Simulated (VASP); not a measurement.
Runs of VASP 6.6.1 on BaZrO3. It takes space group Pm-3m (No. 221, cubic). Conventional cell: a = 4.189 Å, b = 4.189 Å, c = 4.189 Å, α = 90.00°, β = 90.00°, γ = 90.00°. Around Ba (site symmetry m-3m) lie 12 O at 2.96 Å. Around Zr (site symmetry m-3m) lie 6 O at 2.09 Å. Around O (site symmetry 4/mmm) lie 2 Zr at 2.09 Å. The cell is a database's computed one.

```csv
level,potentials or basis,k mesh,cutoff (eV),smearing,gap on the mesh (eV),pressure (GPa)
r2SCAN,"VASP PAW PBE potentials, release 64 (Ba_sv, Zr_sv, O)",6 × 6 × 6,520,gaussian 0.02 eV,3.71,2.9
PBEsol,"VASP PAW PBE potentials, release 64 (Ba_sv, Zr_sv, O)",8 × 8 × 8,520,gaussian 0.02 eV,3.11,0.1
PBEsol,"VASP PAW PBE potentials, release 64 (Ba_sv, Zr_sv, O_h)",6 × 6 × 6,900,gaussian 0.02 eV,3.11,-0.2
PBEsol,"VASP PAW PBE potentials, release 64 (Ba_sv, Zr_sv, O)",6 × 6 × 6,520,gaussian 0.5 eV,3.11,0.1
PBEsol,"VASP PAW PBE potentials, release 64 (Ba_sv, Zr_sv, O)",6 × 6 × 6,700,gaussian 0.02 eV,3.11,(a)
```

Alike in all rows: task single point; no spin polarisation; cell as given.

**Question.** Fill in the values left out.

**Answer.** (a) 0.0.

Caveats: the PAW data sets were made with another functional, which shifts forces and pressure a little; spin-orbit coupling is left out, which moves the levels of the heavy elements; the cutoff is under 1.25 times the usual one of these potentials, so pressure, stress and relaxed cells hold a basis-set (Pulay) error (some runs).

A k mesh can miss the band edges, and the runs leave out spin-orbit coupling on Ba, Zr.

Not every run made on this cell is shown here.
